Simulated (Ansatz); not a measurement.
Method: DFT PBE, scalar-relativistic, plane waves, PAW (Ansatz 0.2.0). Settings: cutoff 420 eV, Γ-centred meshes spaced at most about 0.3 Å⁻¹, and about 0.25 Å⁻¹ or finer for metals (2π included), Gaussian smearing. Spin is collinear in cells that carry moments; the others ran without spin or lost their moments.

Each guess is relaxed in cell and atoms at zero pressure, on a coarse mesh first where it starts far from rest and then on a converged one. The steps can't lower the symmetry of the start, but it can rise. Energies are static (0 K, no zero-point motion).

Two unrelaxed guesses for MgZnO4:

A.

```cif
data_structure
_symmetry_space_group_name_H-M 'Cmmm'
_symmetry_Int_Tables_number 65
_cell_length_a 6.3037
_cell_length_b 6.6018
_cell_length_c 2.8045
_cell_angle_alpha 90.000
_cell_angle_beta 90.000
_cell_angle_gamma 90.000
_cell_volume 116.71
loop_
_atom_site_label
_atom_site_type_symbol
_atom_site_symmetry_multiplicity
_atom_site_Wyckoff_symbol
_atom_site_fract_x
_atom_site_fract_y
_atom_site_fract_z
_atom_site_occupancy
Mg1 Mg 2 b 0.50000 0.00000 0.00000 1
Zn1 Zn 2 d 0.00000 0.00000 0.50000 1
O1 O 4 h 0.30170 0.00000 0.50000 1
O2 O 4 i 0.50000 0.71529 0.00000 1
```

B.

```cif
data_structure
_symmetry_space_group_name_H-M 'P4/mmm'
_symmetry_Int_Tables_number 123
_cell_length_a 3.2516
_cell_length_b 3.2516
_cell_length_c 5.4857
_cell_angle_alpha 90.000
_cell_angle_beta 90.000
_cell_angle_gamma 90.000
_cell_volume 58.00
loop_
_atom_site_label
_atom_site_type_symbol
_atom_site_symmetry_multiplicity
_atom_site_Wyckoff_symbol
_atom_site_fract_x
_atom_site_fract_y
_atom_site_fract_z
_atom_site_occupancy
Mg1 Mg 1 a 0.00000 0.00000 0.00000 1
Zn1 Zn 1 d 0.50000 0.50000 0.50000 1
O1 O 2 g 0.00000 0.00000 0.60133 1
O2 O 2 h 0.50000 0.50000 0.10248 1
```

Task: Do they relax into the same structure? If not, which is lower?

Result: No. B ends lower, by 131 meV/atom. A: Cmmm at 9.7 Å³/atom → Cmmm at 11.7 Å³/atom; B: P4/mmm at 9.7 Å³/atom → P4/mmm at 12.7 Å³/atom. Counting O atoms around Mg and Zn (those within 1.25 times the shortest such distance or 1.15 times the sum of covalent radii, 1.27 where that leaves under three), the end of A has Mg 6, Zn 6 and the end of B has Mg 8, Zn 8. The end of B holds O–O pairs (shortest 1.56 Å, as in peroxide); in the end of A the shortest O–O distance is 2.63 Å. End of A. Conventional cell: a = 6.483 Å, b = 6.846 Å, c = 3.170 Å. Mg has 6 O at 2.06 Å; Zn has 2 O at 1.92 Å and 4 O at 2.09 Å; O on a site of symmetry 2mm is surrounded by 1 Zn at 1.92 Å and 2 Mg at 2.06 Å; 1 more site not described. End of B. Conventional cell: a = 2.892 Å, c = 9.115 Å. Around Mg lie 8 O at 2.19 Å; around Zn lie 8 O at 2.20 Å; O on its first site has 1 O at 1.61 Å and 4 Zn at 2.20 Å; 1 more site not described.

Ends held by symmetry can be saddle points. No dispersion correction is applied, so the spacing and binding between layers, chains or molecules are poorly described (P4/mmm), and this can change margins and order among such cells. The magnetic state reached may not be the lowest. Some candidate types were left out of the draw beforehand, so a known form may be missing.
